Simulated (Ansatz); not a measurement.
How the functional moves the response of CaS (Fm-3m) (PBEsol, LDA)

```xyz
2
Lattice="0.0000 2.8172 2.8172 2.8172 0.0000 2.8172 2.8172 2.8172 0.0000" Properties=species:S:1:pos:R:3 pbc="T T T"
Ca    0.0000    0.0000    0.0000
S     2.8172    2.8172    2.8172
```

This cell (22.36 Å³ an atom) was relaxed by PAW under PBEsol, and each functional gets its own cell relaxed so. Quantity: Kohn-Sham band edges (the gap between refined extrema, the direct gap on the fine mesh).

Runs: (1) PBEsol, all-electron LAPW in Ansatz 0.2.0, scalar-relativistic; k mesh 8×8×8, fixed occupations, basis error target 1 meV/atom. (2) LDA, all-electron LAPW in Ansatz 0.2.0, scalar-relativistic; k mesh 6×6×6, fixed occupations, basis error target 1 meV/atom.

Under PBEsol: gap = 2.16 eV, least direct gap = 3.00 eV, electron conductivity mass = 0.397 mₑ, ε∞ without local fields (PAW) = 5.72.

Question: Which way does LDA move the volume, and by how much?

Answer: a = 5.564 Å, 21.54 Å³ an atom: 3.7 % smaller.

Question: What does LDA give for these quantities?

Answer: 

| quantity | PBEsol | LDA | change |
| --- | --- | --- | --- |
| gap | 2.16 eV | 1.97 eV | -9 % |
| least direct gap | 3.00 eV | 2.84 eV | -5 % |
| electron conductivity mass | 0.397 mₑ | 0.380 mₑ | -4 % |
| ε∞ without local fields (PAW) | 5.72 | 5.98 | +5 % |

Limits of these numbers: semilocal gaps are low, and light masses and ε∞ follow the gap.
